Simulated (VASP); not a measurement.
Calculation: PBE GGA, VASP's PBE PAW potentials (set 64) (plane waves; VASP).

A VASP calculation is set up with these files.

**KPOINTS**
```
Automatic mesh
0
Gamma
3 3 3
0 0 0
```

INCAR:
```
SYSTEM = LiI
PREC = Accurate
ENCUT = 400
EDIFF = 1E-6
NELM = 100
ALGO = Normal
LREAL = .FALSE.
LASPH = .TRUE.
ISMEAR = 0
SIGMA = 0.01
GGA = PE
LMAXMIX = 4
LWAVE = .FALSE.
LCHARG = .FALSE.
ISIF = 2
```

POSCAR:
```
LiI
6.028630
  0.0000000000   0.5000000000   0.5000000000
  0.5000000000   0.0000000000   0.5000000000
  0.5000000000   0.5000000000   0.0000000000
Li I
1 1
Cartesian
  0.0000000000   0.0000000000   0.0000000000
  0.5000000000   0.5000000000   0.5000000000
```

POTCAR, in this order: Li_sv I (PBE.64 set). Program: vasp_std.

Output

### OSZICAR
```
       N       E                     dE             d eps       ncg     rms          rms(c)
DAV:   1     0.306092098508E+02    0.30609E+02   -0.29913E+03    72   0.809E+02
DAV:   2    -0.461943417504E+01   -0.35229E+02   -0.34593E+02    98   0.124E+02
DAV:   3    -0.577362712858E+01   -0.11542E+01   -0.11532E+01   102   0.271E+01
DAV:   4    -0.579694711176E+01   -0.23320E-01   -0.23276E-01   110   0.404E+00
DAV:   5    -0.579712135157E+01   -0.17424E-03   -0.17422E-03   109   0.346E-01    0.216E+00
DAV:   6    -0.577101435623E+01    0.26107E-01   -0.35633E-02    92   0.126E+00    0.141E+00
DAV:   7    -0.578267780089E+01   -0.11663E-01   -0.44613E-02    83   0.138E+00    0.406E-01
DAV:   8    -0.578393473996E+01   -0.12569E-02   -0.55608E-03    82   0.541E-01    0.647E-02
DAV:   9    -0.578393178096E+01    0.29590E-05   -0.97212E-05   102   0.867E-02    0.525E-02
DAV:  10    -0.578393810103E+01   -0.63201E-05   -0.31220E-05    99   0.419E-02    0.339E-02
DAV:  11    -0.578394855853E+01   -0.10457E-04   -0.23200E-05    82   0.395E-02    0.111E-02
DAV:  12    -0.578395089987E+01   -0.23413E-05   -0.43764E-07    82   0.607E-03    0.206E-03
DAV:  13    -0.578395060922E+01    0.29065E-06   -0.21297E-07    47   0.381E-03
   1 F= -.57839506E+01 E0= -.57839506E+01  d E =-.216794E-22
```

**OUTCAR**
```
------------------------ aborting loop because EDIFF is reached ----------------------------------------
  FORCE on cell =-STRESS in cart. coord.  units (eV):
  Direction    XX          YY          ZZ          XY          YZ          ZX
  --------------------------------------------------------------------------------------
  Total        0.0557312      0.0557312      0.0557312     -0.0000000     -0.0000000      0.0000000
  in kB        1.6300970      1.6300970      1.6300970     -0.0000000     -0.0000000      0.0000000
  external PRESSURE =       1.6300970 kB  Pullay stress =       0.0000000 kB
  volume of cell :       54.78
      direct lattice vectors                 reciprocal lattice vectors
     0.000000000  3.014315000  3.014315000    -0.165875166  0.165875166  0.165875166
     3.014315000  0.000000000  3.014315000     0.165875166 -0.165875166  0.165875166
     3.014315000  3.014315000  0.000000000     0.165875166  0.165875166 -0.165875166
 POSITION                                       TOTAL-FORCE (eV/Angst)
 -----------------------------------------------------------------------------------
      0.00000      0.00000      0.00000         0.000000      0.000000      0.000000
      3.01431      3.01431      3.01431         0.000000     -0.000000     -0.000000
 -----------------------------------------------------------------------------------
    total drift:                                0.000000      0.000000      0.000000
  FREE ENERGIE OF THE ION-ELECTRON SYSTEM (eV)
  ---------------------------------------------------
  free  energy   TOTEN  =        -5.7839506092 eV

  energy  without entropy=       -5.7839506092  energy(sigma->0) =       -5.78395061
```
(Selected blocks of OUTCAR.)

OUTCAR:
```
 val. band max:        2.0979097823   @ k =   0.0000   0.0000   0.0000

 cond. band min:       6.4304237415   @ k =   0.0000   0.0000   0.0000


 Fermi energy:         2.1648506872

 k-point     1 :       0.0000    0.0000    0.0000
  band No.  band energies     occupation
      1     -43.4531      2.00000
      2      -9.4985      2.00000
      3       2.0979      2.00000
      4       2.0979      2.00000
      5       2.0979      2.00000
      6       6.4304      0.00000
      7      10.3525      0.00000
      8      10.3525      0.00000
      9      10.3525      0.00000

 k-point     2 :       0.3333    0.0000    0.0000
  band No.  band energies     occupation
      1     -43.4532      2.00000
      2      -9.1284      2.00000
      3      -0.2534      2.00000
      4       1.8906      2.00000
      5       1.8906      2.00000
      6       6.9173      0.00000
      7       8.6844      0.00000
      8       8.6844      0.00000
      9      11.2412      0.00000

 k-point     3 :       0.3333    0.3333    0.0000
  band No.  band energies     occupation
      1     -43.4535      2.00000
      2      -8.9891      2.00000
      3      -0.1420      2.00000
      4       1.1617      2.00000
      5       1.1617      2.00000
      6       7.0758      0.00000
      7       7.9503      0.00000
      8      10.5895      0.00000
      9      11.6300      0.00000

 k-point     4 :      -0.3333    0.3333    0.0000
  band No.  band energies     occupation
      1     -43.4527      2.00000
      2      -8.8398      2.00000
      3      -0.1255      2.00000
      4      -0.0688      2.00000
      5       1.3887      2.00000
      6       7.2171      0.00000
      7       9.6839      0.00000
      8       9.9436      0.00000
      9      10.8090      0.00000
```

At this cut-off the stress carries a Pulay error, which pulls relaxed volumes low.  Unless said otherwise, spin-orbit coupling is left out, though it shifts the bands of the heavy elements here.

The structure comes from a computed database's LiI entry; how it stands against other phases isn't given here. The cell was not relaxed at this level. The k-mesh is coarse (spacing up to 0.60 per Å, 2π included), so the numbers may not be converged in it. The run is one of a series of settings (GGA = PE, KPOINTS 3×3×3 Γ-centred mesh, POTCAR Li_sv I (PBE.64 set) against the base run), some of them coarse on purpose.
